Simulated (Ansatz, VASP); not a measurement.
# VCo (linear Co-V chain) in two plane-wave programs, part 2 of 2

One calculation is typed for both programs; each brings its own data sets. How far apart do they land? The structure shown is the end of the Ansatz relaxation below.

VASP 6.6.1 and Ansatz 0.2.0.

So far: Set-up; Ansatz: relaxation, PBE; VASP: single point, PBE.

### 3. VASP: single point, PBE (continued)

Level of this step: PBE, spin-polarised from a ferrimagnetic start; plane waves and PAW (Co, V_sv) (VASP).

Numbers of over 12 decimals in the logs are rounded to 6 here.

From OUTCAR (step 3):

```text
ion  position               nearest neighbor table
   1  0.500  0.500  0.000-   2 2.18   2 2.18
   2  0.500  0.500  0.500-   1 2.18   1 2.18

  LATTYP: Found a simple tetragonal cell.
 ALAT       =     7.5000000000
 C/A-ratio  =     0.5810264403

 Subroutine GETGRP returns: Found 16 space group operations
 (whereof 16 operations were pure point group operations)

The static configuration has the point symmetry D_4h.

 Found      8 irreducible k-points:

   k-points           NKPTS =      8   k-points in BZ     NKDIM =      8   number of bands    NBANDS=     19

   dimension x,y,z NGX =    60 NGY =   60 NGZ =   36
   dimension x,y,z NGXF=   120 NGYF=  120 NGZF=   72

   ENCUT  =  600.0 eV  44.10 Ry    6.64 a.u.  14.98 14.98  8.70*2*pi/ulx,y,z

   NELECT =      22.0000    total number of electrons

 k-points in reciprocal lattice and weights: Automatic mesh
   0.00000000  0.00000000  0.00000000       0.067
   0.00000000  0.00000000  0.06666667       0.133
   0.00000000  0.00000000  0.13333333       0.133
   0.00000000  0.00000000  0.20000000       0.133
   0.00000000  0.00000000  0.26666667       0.133
   0.00000000  0.00000000  0.33333333       0.133
   0.00000000  0.00000000  0.40000000       0.133
   0.00000000  0.00000000  0.46666667       0.133

 average (electrostatic) potential at core
       1 -90.9000       2 -82.4100

 E-fermi :  -2.4821

 spin component 1
 k-point     1 :       0.0000    0.0000    0.0000
  band No.  band energies     occupation
    ...
      6      -4.9637      1.00000
      7      -4.9637      1.00000
      8      -4.3533      1.00000
      9      -3.3485      1.00000
     10      -3.3378      1.00000
     11      -2.2378      0.00749
     12      -2.2354      0.00714
     13      -1.4475      0.00000
     14      -1.0400      0.00000
     15      -1.0400      0.00000
    ...

 k-point     2 :       0.0000    0.0000    0.0667
  band No.  band energies     occupation
    ...
      6      -4.9374      1.00000
      7      -4.9374      1.00000
      8      -4.3278      1.00000
      9      -3.3371      1.00000
     10      -3.3266      1.00000
     11      -2.2500      0.00954
     12      -2.2476      0.00909
     13      -1.4876      0.00000
     14      -1.3561      0.00000
     15      -1.3561      0.00000
    ...

 k-point     3 :       0.0000    0.0000    0.1333
  band No.  band energies     occupation
    ...
      6      -4.8588      1.00000
      7      -4.8588      1.00000
      8      -4.2515      1.00000
      9      -3.3035      1.00000
     10      -3.2936      1.00000
     11      -2.2858      0.01932
     12      -2.2835      0.01849
     13      -1.6890      0.00000
     14      -1.6890      0.00000
     15      -1.6051      0.00000
    ...

 k-point     4 :       0.0000    0.0000    0.2000
  band No.  band energies     occupation
    ...
      6      -4.7297      1.00000
      7      -4.7297      1.00000
      8      -4.1260      1.00000
      9      -3.2490      1.00000
     10      -3.2401      1.00000
     11      -2.3433      0.05864
     12      -2.3414      0.05650
     13      -2.0346      0.00013
     14      -2.0346      0.00013
     15      -1.7916      0.00000
    ...

 k-point     5 :       0.0000    0.0000    0.2667
  band No.  band energies     occupation
    ...
      6      -4.5525      1.00000
      7      -4.5525      1.00000
      8      -3.9539      1.00000
      9      -3.1764      1.00000
     10      -3.1687      1.00000
     11      -2.4195      0.22214
     12      -2.4179      0.21686
     13      -2.3899      0.13658
     14      -2.3899      0.13658
     15      -2.0348      0.00013
    ...

 k-point     6 :       0.0000    0.0000    0.3333
  band No.  band energies     occupation
    ...
     10      -3.0832      0.99999
     11      -2.7491      0.99523
     12      -2.7491      0.99523
     13      -2.5095      0.63364
     14      -2.5086      0.62928
     15      -2.3214      0.03865
     16      -1.5201      0.00000
     17       0.6750      0.00000
     18       0.6750      0.00000
     19       1.9228      0.00000

  Total       -0.3072120     -0.3072120     -0.5794504      0.0000000     -0.0000000      0.0000000
  in kB       -2.0080251     -2.0080251     -3.7874522      0.0000000     -0.0000000      0.0000000
  external PRESSURE =      -2.6011675 kB  Pullay stress =       0.0000000 kB

  energy-cutoff  :      600.00
  volume of cell :      245.12
      direct lattice vectors                 reciprocal lattice vectors
     7.500000000  0.000000000  0.000000000     0.133333333  0.000000000  0.000000000
     0.000000000  7.500000000  0.000000000     0.000000000  0.133333333  0.000000000
     0.000000000  0.000000000  4.357698302     0.000000000  0.000000000  0.229478943

 POSITION                                       TOTAL-FORCE (eV/Angst)
 -----------------------------------------------------------------------------------
      3.75000      3.75000      0.00000         0.000000      0.000000      0.000000
      3.75000      3.75000      2.17885         0.000000      0.000000      0.000000
 -----------------------------------------------------------------------------------
    total drift:                                0.000000      0.000000     -0.000000

  FREE ENERGIE OF THE ION-ELECTRON SYSTEM (eV)
  ---------------------------------------------------
  free  energy   TOTEN  =        -9.7142876565 eV

  energy  without entropy=       -9.6797785035  energy(sigma->0) =       -9.69703308

 total charge
# of ion       s       p       d       tot
------------------------------------------
    1        0.580   0.124   7.412   8.117
    2        2.288   6.045   3.200  11.533
--------------------------------------------------
tot          2.868   6.169  10.612  19.649

 magnetization (x)
# of ion       s       p       d       tot
------------------------------------------
    1       -0.061   0.086  -1.394  -1.368
    2        0.093   0.017   2.632   2.742
--------------------------------------------------
tot          0.032   0.103   1.238   1.373

[... 6 further parts left out ...]
```

The magnetic state follows from one typed start and may not be the lowest.

### 4. Comparison

Known differences besides the potentials themselves: VASP starts from the moments at which Ansatz ended; the data sets hold 30 valence electrons in Ansatz (on its default PAW (the set named soft_2) files) and 22 in VASP; the cutoff is 420 eV in Ansatz and 600 eV in VASP; Ansatz's pressure holds a Pulay correction, VASP's none; site moments are counted in spheres of each program's own size. Total energies have different zeros and are not compared.

Both answers:

| quantity | Ansatz | VASP | difference |
| --- | --- | --- | --- |
| pressure (GPa) | -0.13 | -0.26 | +0.13 |
| total moment (μB) | 2.00 | 2.00 | 0.00 |
| moment on V2 (μB) | 2.29 | 2.74 | -0.46 |
| moment on Co1 (μB) | -1.40 | -1.37 | -0.03 |

### 5. Outcome

* difference in total moment (single point, PBE): -2.0e-5 μB

In words: The difference in total moment is -2.0e-5 μB (single point, PBE). The data sets hold unlike numbers of valence electrons (30 in Ansatz and 22 in VASP), so part of the differences comes from the potentials. How closely two codes agree says nothing of how well the functional describes the real material.

[Lines on the potential files, build, host, timing and source positions are cut from VASP's logs without a mark.]

[Logs are printed without paths, hosts, clocks, repeated set-up lines and the standing remarks that a program may print on its own settings, such as how far it seeks lower states.]

[Hosts, paths, dates, database ids (printed as entryN), source tags and the programs' standing remarks are cut or masked in the printed files.]
